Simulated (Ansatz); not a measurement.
BaTiO₃: strain energy, fitted

BaTiO₃, Pm-3m, a = 3.970 Å. The structure is a Materials Project entry; whether it is the stable form wasn't checked. Ansatz: PBEsol, PAW, 420 eV, Γ-centred 8×8×8 mesh on 5 atoms, Gaussian smearing 0.02 eV; no spin polarisation. Series: uniaxial strain along a, with b, c and atoms relaxed; x is the strain in per cent. y is the free energy over the unstrained cell, V0 = 12.513 Å³/atom.

```tsv
x (%)	y (meV/atom)
-3.0	?
-2.0	4.32
-1.0	1.01
0.0	0.00
1.0	0.95
2.0	3.78
3.0	8.28
```

Fit y = c2 x² + c3 x³ to the other rows, turn c2 into a modulus, and predict the missing energy.

Least squares on the rows shown. y = 1.013 x² − 0.03151 x³. In eV per unit strain² c2 is 10.13; this is Young's modulus along the axis (E = ½ Y V0 ε²): 2 × 10.13 × 160.2 / (12.513) = 259 GPa. At x = -3.0 the fit asked for gives 9.97 meV/atom. The run gave 10.17 meV/atom, so the fit is 0.20 meV/atom too low, 2 % of the span of the series, against an rms of 0.02 meV/atom on the fitted rows. The row lies outside the fitted range. With a term in x⁴ added, a fit to the same known rows predicts 10.14 meV/atom, so most of the miss is curvature that the known rows already hold.

Symmetry holds off the tilts and polar distortions that many cubic perovskites undergo.